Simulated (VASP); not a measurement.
Wanted: the native input for a VASP 6.6.1 run.

- Task: relaxation of the atoms
- Functional: BEEF-vdW
- Potentials or basis: VASP PAW PBE potentials, release 64 (Ni)
- Cutoff: 520 eV
- k mesh: 9 × 9 × 1
- Occupations: gaussian, width 0.05 eV
- Spin: collinear spin, ferromagnetic start
- Starting moments: [1.0, 1.0, 1.0, 1.0, 1.0, 1.0] μB
- Dipole correction: yes
- Atoms held fixed (from 0): [0, 1, 2]
- Further INCAR settings: ALGO = Normal; EDIFF = 1e-06; IBRION = 2; EDIFFG = -0.01; NSW = 40

The structure of Ni lies in POSCAR:

```
Ni
1.0
    2.5002588676      0.0000000000      0.0000000000
   -1.2501294338      2.1652876954      0.0000000000
    0.0000000000      0.0000000000     25.2072640841
Ni
6
Selective dynamics
Direct
    0.6666666667      0.3333333333      0.2975332815  F F F
    0.3333333333      0.6666666667      0.3785199689  F F F
    0.0000000000      0.0000000000      0.4595066563  F F F
    0.6666666667      0.3333333333      0.5404933437  T T T
    0.3333333333      0.6666666667      0.6214800311  T T T
    0.0000000000      0.0000000000      0.7024667185  T T T
```

The slab is cut from a database's or a generator's crystal, which needn't be the stable form of the element.

The cell isn't the ideal one: the (1 1 1) slab of Ni, cut from the database cell, not relaxed.

These files were run (other wordings do the same):

INCAR

```
SYSTEM = Ni
PREC = Accurate
ENCUT = 520
EDIFF = 1E-6
ISMEAR = 0
SIGMA = 0.05
LREAL = .False.
LASPH = .True.
NELM = 100
ALGO = Normal
ISIF = 2
LWAVE = .False.
LCHARG = .False.
ISPIN = 2
MAGMOM = 1 1 1 1 1 1
LORBIT = 11
LMAXMIX = 4
LDIPOL = .True.
IDIPOL = 3
DIPOL = 0.5 0.5 0.500
GGA = BF
LUSE_VDW = .True.
ZAB_VDW = -1.8867
IBRION = 2
NSW = 40
EDIFFG = -0.01
```

KPOINTS

```
Automatic mesh
0
Gamma
  9 9 1
  0 0 0
```

Potentials or basis: VASP PAW PBE potentials, release 64 (Ni).

Command:

```sh
$ cat potpaw_PBE.64/Ni/POTCAR > POTCAR
$ mpirun -np 1 vasp_std > vasp.out
```

Results of the run:

```yaml
Energy_gained_by_relaxing: 0.3 meV/atom
Ionic_steps: 10
Band_gap_on_the_k_mesh: none (metal or under the smearing width)
Net_moment: 3.54 μB per cell
Site_moments: Ni +0.63, +0.61, +0.59 μB
Valence_electrons_inside_the_program's_atomic_spheres: Ni 9.16, 9.28, 9.29, 9.18
```

Wall time 46 min on 1 thread of Intel(R) Xeon(R) Platinum 8375C CPU @ 2.90GHz (Ice Lake), with other jobs on the host, peak memory 0.77 GiB.
